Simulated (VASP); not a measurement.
Input of a VASP 6.6.1 run:

File POSCAR:

```
GaP
1.0
    0.0000000000      2.7327335932      2.7327335932
    2.7327335932      0.0000000000      2.7327335932
    2.7327335932      2.7327335932      0.0000000000
Ga P
1 1
Direct
    0.0000000000      0.0000000000      0.0000000000
    0.2500000000      0.2500000000      0.2500000000
```

File INCAR.step1:

```
ALGO     = Normal         # electronic algorithm
EDIFF    = 1E-5           # SCF threshold, eV
ENCUT    = 520            # plane-wave cutoff, eV
GGA      = PE             # functional
ISIF     = 2              # what is computed and relaxed
ISMEAR   = 0              # smearing method
LASPH    = True           # aspherical terms in the spheres
LCHARG   = False          # write CHGCAR
LREAL    = False          # projectors in reciprocal space
LWAVE    = True           # write WAVECAR
NBANDS   = 16             # bands
NELM     = 100            # most SCF steps
PREC     = Accurate       # precision mode
SIGMA    = 0.01           # smearing width, eV
```

Contents of INCAR.step2:

```
ALGO     = Normal         # electronic algorithm
EDIFF    = 1E-7           # SCF threshold, eV
ENCUT    = 520            # plane-wave cutoff, eV
GGA      = PE             # functional
HFSCREEN = 0.2079         # screening, 1/A
ISIF     = 2              # what is computed and relaxed
ISMEAR   = 0              # smearing method
ISTART   = 1            
LASPH    = True           # aspherical terms in the spheres
LCHARG   = False          # write CHGCAR
LHFCALC  = True           # exact exchange
LREAL    = False          # projectors in reciprocal space
LWAVE    = False          # write WAVECAR
NBANDS   = 16             # bands
NELM     = 100            # most SCF steps
PREC     = Accurate       # precision mode
PRECFOCK = Normal       
SIGMA    = 0.01           # smearing width, eV
```

Contents of KPOINTS:

```
k-points
0
Gamma
  6 6 6
```

Potentials or basis: VASP PAW PBE potentials, release 64 (Ga_d, P).

Launch:

```bash
$ cat potpaw_PBE.64/Ga_d/POTCAR potpaw_PBE.64/P/POTCAR > POTCAR
$ cp INCAR.step1 INCAR
$ mpirun -np 1 vasp_std > vasp.out
$ cp INCAR.step2 INCAR
$ mpirun -np 1 vasp_std > vasp.out
```

Question: Predict the pressure.

Answer: -0.2 GPa.

Question: What does it give for the band gap on the k mesh?

Answer: 2.31 eV, indirect (least direct gap 2.72 eV).

Caveat: the PAW data sets were made with another functional, which shifts forces and pressure a little. A k mesh can miss the band edges.
